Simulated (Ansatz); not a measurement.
Here is the system:

CaF$_{2}$ (fluorite)

```
CELL_PARAMETERS angstrom
      0.00000     5.43914     5.43914
      2.71957     2.71957     5.43914
      2.71957     2.71957     0.00000
ATOMIC_POSITIONS crystal
  Ca 0.00000 0.00000 0.00000
  Ca 0.50000 0.00000 0.00000
  F  0.00000 0.25000 0.25000
  F  0.50000 0.25000 0.25000
  F  0.00000 0.75000 0.75000
  F  0.50000 0.75000 0.75000
```

A phonon eigenvector at X = (0.5, 0.5, 0.0) is frozen into this cell: atom i moves by Q times the vector below, so Q is the largest atomic displacement, in Å. The cell is held. It is one choice among 2 degenerate patterns. (q is in reciprocal vectors of the primitive cell; the cell shown is doubled to hold the pattern.)

```tsv
atom	x	y	z
Ca1	-0.235	0.000	0.000
Ca2	0.235	0.000	0.000
F3	0.000	1.000	0.000
F4	0.000	-1.000	0.000
F5	0.000	1.000	0.000
F6	0.000	-1.000	0.000
```

Calculation: r2SCAN (plane waves to 500 eV, PAW, scalar-relativistic; Ansatz, an electronic-structure program). k mesh 11×11×11 (Γ-centred), Fermi-Dirac smearing 0.05 eV. The energy includes the smearing's −TS. CaF2 was relaxed with its symmetry unable to fall. ΔE is measured from the undisplaced structure.

The scan covers Q from -0.180 to 0.180 Å in 13 points.

Q: Which space group does the distorted structure have?

A: Cmcm (No. 63), lowered from Fm-3m.

Q: What is the energy change at Q = 0.180 Å?

A: 592 meV/cell.

Q: What harmonic wavenumber does the curvature at Q = 0 give?

A: 339 cm⁻¹.

(For displaced atoms, the force is minus the slope of the energy, and its curvature is a force constant, which sets phonon frequencies.)
